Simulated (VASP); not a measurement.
# MoS2 in VASP: single point with LDA

Aim: the single point of MoS2 with LDA.

Program: VASP 6.6.1. These are calculated values, not measurements. Logs are shortened: lines on timing, memory, paths and dates and some standing lists are left out, and cuts for length are marked.

### Step 1. The sheet as given

The cell holds a sheet with vacuum, 6 atoms: a = 3.192 Å, b = 3.192 Å, c = 27.277 Å, α = 90.00°, β = 90.00°, γ = 120.00°.

The cell was built by a generator and needn't be a form met in nature.

### Step 2. Single point, LDA, non-collinear spin, zero start, spin-orbit coupling

INCAR

```
PREC     = Accurate       # precision mode
ENCUT    = 520            # plane-wave cutoff, eV
EDIFF    = 1E-7           # SCF threshold, eV
ISMEAR   = -1             # smearing method
SIGMA    = 0.05           # smearing width, eV
LREAL    = F              # projectors in reciprocal space
LASPH    = T              # aspherical terms in the spheres
NELM     = 80             # most SCF steps
ALGO     = Fast           # electronic algorithm
ISIF     = 2              # what is computed and relaxed
LWAVE    = F              # write WAVECAR
LCHARG   = T              # write CHGCAR
MAGMOM   = 0 0 0 0 0 0 0 0 0 0 0 0 0 0 0 0 0 0 # initial moments
LORBIT   = 11             # projections on sites
LSORBIT  = T              # spin-orbit coupling
GGA_COMPAT= F            
LMAXMIX  = 4              # l up to which the mixer works
GGA      = CA             # functional
LVHAR    = T            
LVACPOTAV= T
```

KPOINTS

```
regular mesh
0
Gamma
  6 6 1
```

POSCAR

```
MoS2
1.0
    3.1916000000      0.0000000000      0.0000000000
   -1.5958000000      2.7640070000      0.0000000000
    0.0000000000      0.0000000000     27.2770000000
S Mo
4 2
Direct
    0.6666670000      0.3333340000      0.3323300000
    0.6666670000      0.3333340000      0.4461980000
    0.3333330000      0.6666670000      0.5538020000
    0.3333330000      0.6666670000      0.6676700000
    0.3333330000      0.6666670000      0.3892940000
    0.6666670000      0.3333340000      0.6107070000
```

Potentials or basis: VASP PAW LDA potentials, release 64 (S, Mo_sv).

Command:

```bash
$ cat potpaw_LDA.64/S/POTCAR potpaw_LDA.64/Mo_sv/POTCAR > POTCAR
$ mpirun -np 1 vasp_ncl > vasp.out
```

OUTCAR:

```text
PREC = Accurate
   ENCUT = 520
   EDIFF = 1E-7
   ISMEAR = -1
   LREAL = F
   LASPH = T
   NELM = 80
   ISIF = 2
   LORBIT = 11
   LSORBIT = T
   GGA = CA

 ion  position               nearest neighbor table
   1  0.667  0.333  0.332-   5 2.41   5 2.41   5 2.41
   2  0.667  0.333  0.446-   5 2.41   5 2.41   5 2.41
   3  0.333  0.667  0.554-   6 2.41   6 2.41   6 2.41
   4  0.333  0.667  0.668-   6 2.41   6 2.41   6 2.41
   5  0.333  0.667  0.389-   2 2.41   2 2.41   2 2.41   1 2.41   1 2.41   1 2.41
   6  0.667  0.333  0.611-   3 2.41   3 2.41   3 2.41   4 2.41   4 2.41   4 2.41

  LATTYP: Found a hexagonal cell.
 ALAT       =     3.1916000000
 C/A-ratio  =     8.5464970548

  Lattice vectors:

 A1 = (   3.1916000000,   0.0000000000,   0.0000000000)
 A2 = (  -1.5958000000,   2.7640070000,   0.0000000000)
 A3 = (   0.0000000000,   0.0000000000,  27.2770000000)

Analysis of symmetry for initial positions (statically):
=====================================================================
 Subroutine PRICEL returns:
 Original cell was already a primitive cell.

 Routine SETGRP: Setting up the symmetry group for a
 hexagonal supercell.

 Subroutine GETGRP returns: Found 12 space group operations
 (whereof 12 operations were pure point group operations)
 out of a pool of 24 trial point group operations.

The static configuration has the point symmetry D_3d.

Analysis of symmetry for dynamics (positions and initial velocities):
=====================================================================
 Subroutine PRICEL returns:
 Original cell was already a primitive cell.

 Routine SETGRP: Setting up the symmetry group for a
 hexagonal supercell.

 Subroutine GETGRP returns: Found 12 space group operations
 (whereof 12 operations were pure point group operations)
 out of a pool of 24 trial point group operations.

The dynamic configuration has the point symmetry D_3d.

Analysis of structural, dynamic, and magnetic symmetry:
=====================================================================
 Subroutine PRICEL returns:
 Original cell was already a primitive cell.

 Routine SETGRP: Setting up the symmetry group for a
 hexagonal supercell.

 Subroutine GETGRP returns: Found 12 space group operations
 (whereof 12 operations were pure point group operations)
 out of a pool of 24 trial point group operations.

The overall configuration has the point symmetry D_3d.

 Subroutine INISYM returns: Found 12 space group operations
 (whereof 12 operations are pure point group operations),
 and found     1 'primitive' translations

----------------------------------------------------------------------------------------

                                     Primitive cell

  volume of cell :     240.6269

  direct lattice vectors                    reciprocal lattice vectors
     3.191600000  0.000000000  0.000000000     0.313322471  0.180896792  0.000000000
    -1.595800000  2.764007000  0.000000000     0.000000000  0.361793584  0.000000000
     0.000000000  0.000000000 27.277000000     0.000000000  0.000000000  0.036660923

  length of vectors
     3.191600000  3.191600278 27.277000000     0.361793616  0.361793584  0.036660923

  position of ions in fractional coordinates (direct lattice)
     0.666667000  0.333334000  0.332330000
     0.666667000  0.333334000  0.446198000
     0.333333000  0.666667000  0.553802000
     0.333333000  0.666667000  0.667670000
     0.333333000  0.666667000  0.389294000
     0.666667000  0.333334000  0.610707000

  ion indices of the primitive-cell ions
   primitive index   ion index
                 1           1
                 2           2
                 3           3
                 4           4
                 5           5
[... 79 lines left out ...]
   LORBIT       =     11    0 simple, 1 ext, 2 COOP (PROOUT), +10 PAW based schemes
   GGA     = CA    functional components
   LHFCALC =     F    Hartree Fock is set to
   AEXX    =    0.0000 exact exchange contribution
   IVDW    =     0    specifies the selected vdW correction
   LEPSILON=     F    determine dielectric tensor
   LRPA    =     F    only Hartree local field effects (RPA)
 RMM-DIIS sequential band-by-band and
  energy-cutoff  :      520.00
  volume of cell :      240.63
 maximum number of plane-waves:     13068
 NGX is ok and might be reduce to    24
   NGX = 11   NGY = 11   NGZ =101

 number of electron      51.9999999 magnetization       0.0000000      0.0000000      0.0000000

 number of electron      51.9999999 magnetization       0.0000000      0.0000000     -0.0000000

 Free energy of the ion-electron system (eV)
  ---------------------------------------------------
  ext. energy  EPLUGINS =         0.00000000
  ---------------------------------------------------
  free energy    TOTEN  =       -48.94173368 eV

  energy without entropy =      -48.94172706  energy(sigma->0) =      -48.94173037

 E-fermi :   0.6184     XC(G=0):  -5.3307

 val. band max:        0.1616114643   @ k =   0.0000   0.0000   0.0000
 cond. band min:       1.1496979137   @ k =   0.3333   0.3333   0.0000
 fundamental gap:      0.9880864493
 Fermi energy:         0.6183610654

 k-point     1 :       0.0000    0.0000    0.0000
  band No.  band energies     occupation
      1     -60.9530      1.00000
      2     -60.9530      1.00000
      3     -60.9513      1.00000
      4     -60.9513      1.00000
      5     -36.8108      1.00000
      6     -36.8108      1.00000
[... 444 lines left out ...]
     61       3.0476      0.00000
     62       3.0906      0.00000

------------------------ aborting loop because EDIFF is reached ----------------------------------------

  FORCE on cell =-STRESS in cart. coord.  units (eV):
  Direction    XX          YY          ZZ          XY          YZ          ZX
  --------------------------------------------------------------------------------------
  -------------------------------------------------------------------------------------
  Total       -4.9445153     -4.9445164     -2.7473125      0.0000000      0.0000000      0.0000000
  in kB      -32.9222955    -32.9223032    -18.2925581      0.0000000      0.0000000      0.0000000
  external PRESSURE =     -28.0457189 kB  Pullay stress =       0.0000000 kB

 VOLUME and BASIS-vectors are now :
 -----------------------------------------------------------------------------
  energy-cutoff  :      520.00
  volume of cell :      240.63
      direct lattice vectors                 reciprocal lattice vectors
     3.191600000  0.000000000  0.000000000     0.313322471  0.180896792  0.000000000
    -1.595800000  2.764007000  0.000000000     0.000000000  0.361793584  0.000000000
     0.000000000  0.000000000 27.277000000     0.000000000  0.000000000  0.036660923

 POSITION                                       TOTAL-FORCE (eV/Angst)
 -----------------------------------------------------------------------------------
      1.59580      0.92134      9.06497        -0.000000      0.000000      0.460602
      1.59580      0.92134     12.17094        -0.000000      0.000000     -0.375605
     -0.00000      1.84267     15.10606         0.000000     -0.000000      0.375605
     -0.00000      1.84267     18.21203        -0.000000     -0.000000     -0.460602
     -0.00000      1.84267     10.61877         0.000000     -0.000000     -0.068676
      1.59580      0.92134     16.65825         0.000000     -0.000000      0.068676
 -----------------------------------------------------------------------------------
    total drift:                                0.004427     -0.007669     -0.077453

  FREE ENERGIE OF THE ION-ELECTRON SYSTEM (eV)
  ---------------------------------------------------
  free  energy   TOTEN  =       -48.9417336806 eV

  energy  without entropy=      -48.9417270551  energy(sigma->0) =      -48.94173037

 Spin-Orbit-Coupling matrix elements

 Ion:    1  E_soc:     -0.0023671
 l=   1
     0.0000000    -0.0003830    -0.0004176
    -0.0003830     0.0000000    -0.0003830
    -0.0004176    -0.0003830     0.0000000
 l=   2
     0.0000000     0.0000000     0.0000000     0.0000000     0.0000000
     0.0000000     0.0000000     0.0000000     0.0000000     0.0000000
     0.0000000     0.0000000     0.0000000     0.0000000     0.0000000
     0.0000000     0.0000000     0.0000000     0.0000000     0.0000000
     0.0000000     0.0000000     0.0000000     0.0000000     0.0000000
 l=   3
     0.0000000     0.0000000     0.0000000     0.0000000     0.0000000     0.0000000     0.0000000
     0.0000000     0.0000000     0.0000000     0.0000000     0.0000000     0.0000000     0.0000000
     0.0000000     0.0000000     0.0000000     0.0000000     0.0000000     0.0000000     0.0000000
     0.0000000     0.0000000     0.0000000     0.0000000     0.0000000     0.0000000     0.0000000
[... 89 lines left out ...]
 l=   2
     0.0000000    -0.0005090     0.0000000    -0.0005090    -0.0022342
    -0.0005090     0.0000000    -0.0016702    -0.0004321    -0.0005090
     0.0000000    -0.0016702     0.0000000    -0.0016702     0.0000000
    -0.0005090    -0.0004321    -0.0016702     0.0000000    -0.0005090
    -0.0022342    -0.0005090     0.0000000    -0.0005090     0.0000000
 l=   3
     0.0000000     0.0000000     0.0000000     0.0000000     0.0000000     0.0000000     0.0000000
     0.0000000     0.0000000     0.0000000     0.0000000     0.0000000     0.0000000     0.0000000
     0.0000000     0.0000000     0.0000000     0.0000000     0.0000000     0.0000000     0.0000000
     0.0000000     0.0000000     0.0000000     0.0000000     0.0000000     0.0000000     0.0000000
     0.0000000     0.0000000     0.0000000     0.0000000     0.0000000     0.0000000     0.0000000
     0.0000000     0.0000000     0.0000000     0.0000000     0.0000000     0.0000000     0.0000000
     0.0000000     0.0000000     0.0000000     0.0000000     0.0000000     0.0000000     0.0000000

 total charge

# of ion       s       p       d       tot
------------------------------------------
    1        1.361   2.327   0.000   3.687
    2        1.362   2.323   0.000   3.685
    3        1.362   2.323   0.000   3.685
    4        1.361   2.327   0.000   3.687
    5        2.293   6.219   3.959  12.471
    6        2.293   6.219   3.959  12.471
--------------------------------------------------
tot         10.032  21.737   7.918  39.687

 magnetization (x)

# of ion       s       p       d       tot
------------------------------------------
    1        0.000  -0.000   0.000  -0.000
    2        0.000   0.000   0.000   0.000
    3        0.000   0.000   0.000   0.000
    4        0.000  -0.000   0.000  -0.000
    5       -0.000  -0.000   0.000  -0.000
    6        0.000   0.000   0.000   0.000
--------------------------------------------------
tot          0.000   0.000   0.000   0.000

 magnetization (y)

# of ion       s       p       d       tot
------------------------------------------
    1        0.000   0.000   0.000   0.000
    2        0.000  -0.000   0.000  -0.000
    3        0.000  -0.000   0.000  -0.000
    4       -0.000  -0.000   0.000  -0.000
    5       -0.000   0.000   0.000   0.000
    6       -0.000   0.000   0.000   0.000
--------------------------------------------------
tot         -0.000  -0.000   0.000  -0.000

 magnetization (z)

# of ion       s       p       d       tot
------------------------------------------
    1        0.000   0.000   0.000   0.000
    2        0.000   0.000   0.000   0.000
    3        0.000   0.000   0.000   0.000
    4        0.000   0.000   0.000   0.000
    5        0.000   0.000   0.000   0.000
    6        0.000   0.000   0.000   0.000
--------------------------------------------------
tot          0.000   0.000   0.000   0.000
```

Run time: 6.8 min. Hardware: 1 thread of AMD EPYC 7R13 (Zen 3), shared host; peak memory 0.64 GiB.

What came out:

```yaml
Free_energy: -48.9417 eV
Largest_force: 0.461 eV/Å
Net_moment: 0.00 μB per cell
Valence_electrons_inside_the_program's_atomic_spheres: S 3.69; Mo 12.47
```

Forces on the atoms (eV/Å):
```
S    0.000  0.000  0.461
S    0.000  0.000 -0.376
S    0.000  0.000  0.376
S    0.000  0.000 -0.461
Mo   0.000  0.000 -0.069
Mo   0.000  0.000  0.069
```

Moments on the atoms (μB; x, y, z):
```
S   0.00 0.00 0.00
S   0.00 0.00 0.00
S   0.00 0.00 0.00
S   0.00 0.00 0.00
Mo  0.00 0.00 0.00
Mo  0.00 0.00 0.00
```

Caveat: the k mesh is coarse (spacing up to 0.38 Å⁻¹), so the values aren't converged.
